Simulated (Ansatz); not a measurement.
MgF$_{2}$:
```cif
data_F4Mg2
_chemical_formula_sum 'Mg2 F4'
_space_group_name_H-M_alt 'P42/mnm'
_space_group_IT_number 136
_space_group_name_Hall '-P 4n 2n'
_cell_length_a 4.63832
_cell_length_b 4.63832
_cell_length_c 3.06243
_cell_angle_alpha 90.000
_cell_angle_beta 90.000
_cell_angle_gamma 90.000
loop_
_atom_site_label
_atom_site_type_symbol
_atom_site_symmetry_multiplicity
_atom_site_Wyckoff_symbol
_atom_site_fract_x
_atom_site_fract_y
_atom_site_fract_z
_atom_site_occupancy
Mg1 Mg 2 a 0.00000 0.00000 0.00000 1
F1 F 4 f 0.30340 0.30340 0.00000 1
```

Relaxed with PBEsol.

**Question.** Decompose the optical modes at the zone centre into irreducible representations, and say which are infrared and Raman allowed.

**Answer.** Point group 4/mmm: Γ_opt = A1g + A2g + A2u + B1g + 2B1u + B2g + Eg + 3Eu. Infrared: A2u, Eu. Raman: A1g, B1g, B2g, Eg.

**Question.** Assign frequencies (DFPT, PBEsol (plane waves, PAW; program Ansatz); without the LO–TO term).

**Answer.** B1g 85, B1u 199, Eu 234, A2g 286, Eg 286, A2u 395, A1g 397, Eu 403, B1u 417, Eu 444, B2g 500 cm⁻¹.

Subscripts of B labels follow the axes of the standard setting.

Space group P4_2/mnm (rutile). The cell was relaxed with PBEsol under the symmetry of its start; phonons on a q-mesh show no instability.

Potentials: the later of the program's two PAW sets.
